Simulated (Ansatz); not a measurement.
A relaxation computed with Ansatz, from input to last step.

```yaml
crystal:
  lattice:
    - [4.1138057546, 0.0, 0.0]
    - [-2.0569028773, 3.5626602898, 0.0]
    - [0.0, 0.0, 5.4138867228]
  atoms:
    - { symbol: Te, position: [0.3333333333, 0.6666666667, 0.25] }
    - { symbol: Te, position: [0.6666666667, 0.3333333333, 0.75] }
    - { symbol: Pt, position: [0.0, 0.0, 0.0] }
    - { symbol: Pt, position: [0.0, 0.0, 0.5] }
basis:
  ecutwfc: 420
kpoints:
  mp_grid: { grid: [12, 12, 8] }
hamiltonian:
  xc: pbesol
scf:
  occupations: { method: gaussian, width: 0.1 }
output:
  forces: true
  stress: true
  eigenvalues: true
relax:
  adjacent_minimum: "off"
  f_tol: 0.008
  max_steps: 50
  cell: { stress_tol: 0.08, p_target: 12.0 }
```

```bash
ansatz run input.yaml --threads 1 --pin off --max-ram 2560MiB --backend cpu --events-out ev --progress --plain --runs-dir out
```

Method: Ansatz, DFT PBEsol, scalar-relativistic, plane waves, PAW.

Of 6 frames 5 are shown, positions in Å and forces in eV/Å; the SCF threshold varies from step to step. Steps run on the plane waves of an earlier cell, with a Pulay correction in the pressure. The basis is chosen afresh for the last frame, the zero of the energies, and at times for earlier ones too; energy and pressure can step there, also at an unchanged geometry. Where two frames share a geometry here, they differ by under 2 meV/atom and 0.3 GPa. The relaxation lowers the enthalpy F + PV at the target pressure, so the free energy itself can rise. The mark taken_back stands on steps that the optimiser undid.

```xyz
4
Lattice="4.1138 0.0000 0.0000 -2.0569 3.5627 0.0000 0.0000 0.0000 5.4139" Properties=species:S:1:pos:R:3:forces:R:3 pbc="T T T" step=1 free_energy_over_end_meV_per_atom=4.43 pressure_GPa=12.58
Te    0.0000    2.3751    1.3535    0.0000    0.0000    0.0000
Te    2.0569    1.1876    4.0604    0.0000    0.0000    0.0000
Pt    0.0000    0.0000    0.0000    0.0000    0.0000    0.0000
Pt    0.0000    0.0000    2.7069    0.0000    0.0000    0.0000
4
Lattice="4.1179 0.0000 0.0000 -2.0590 3.5662 0.0000 0.0000 0.0000 5.4566" Properties=species:S:1:pos:R:3:forces:R:3 pbc="T T T" step=2 free_energy_over_end_meV_per_atom=-9.83 pressure_GPa=10.61 taken_back
Te    0.0000    2.3775    1.3642    0.0000    0.0000    0.0000
Te    2.0590    1.1887    4.0925    0.0000    0.0000    0.0000
Pt    0.0000    0.0000    0.0000    0.0000    0.0000    0.0000
Pt    0.0000    0.0000    2.7283    0.0000    0.0000    0.0000
4
Lattice="4.1121 0.0000 0.0000 -2.0561 3.5612 0.0000 0.0000 0.0000 5.4348" Properties=species:S:1:pos:R:3:forces:R:3 pbc="T T T" step=3 free_energy_over_end_meV_per_atom=-0.31 pressure_GPa=11.95
Te    0.0000    2.3741    1.3587    0.0000    0.0000    0.0000
Te    2.0561    1.1871    4.0761    0.0000    0.0000    0.0000
Pt    0.0000    0.0000    0.0000    0.0000    0.0000    0.0000
Pt    0.0000    0.0000    2.7174    0.0000    0.0000    0.0000
4
Lattice="4.1121 0.0000 0.0000 -2.0561 3.5612 0.0000 0.0000 0.0000 5.4348" Properties=species:S:1:pos:R:3:forces:R:3 pbc="T T T" step=4 free_energy_over_end_meV_per_atom=-0.33 pressure_GPa=11.95
Te    0.0000    2.3741    1.3587    0.0000    0.0000    0.0000
Te    2.0561    1.1871    4.0761    0.0000    0.0000    0.0000
Pt    0.0000    0.0000    0.0000    0.0000    0.0000    0.0000
Pt    0.0000    0.0000    2.7174    0.0000    0.0000    0.0000
4
Lattice="4.1112 0.0000 0.0000 -2.0556 3.5604 0.0000 0.0000 0.0000 5.4361" Properties=species:S:1:pos:R:3:forces:R:3 pbc="T T T" step=6 free_energy_over_end_meV_per_atom=0.00 pressure_GPa=11.98
Te    0.0000    2.3736    1.3590    0.0000    0.0000    0.0000
Te    2.0556    1.1868    4.0771    0.0000    0.0000    0.0000
Pt    0.0000    0.0000    0.0000    0.0000    0.0000    0.0000
Pt    0.0000    0.0000    2.7180    0.0000    0.0000    0.0000
```

Time: 71 s on 1 thread of Intel(R) Xeon(R) Platinum 8259CL CPU @ 2.50GHz (Skylake/Cascade Lake), with other jobs on the host, peak memory 0.59 GiB.

Spin–orbit coupling is left out, which can shift energies with elements as heavy as these.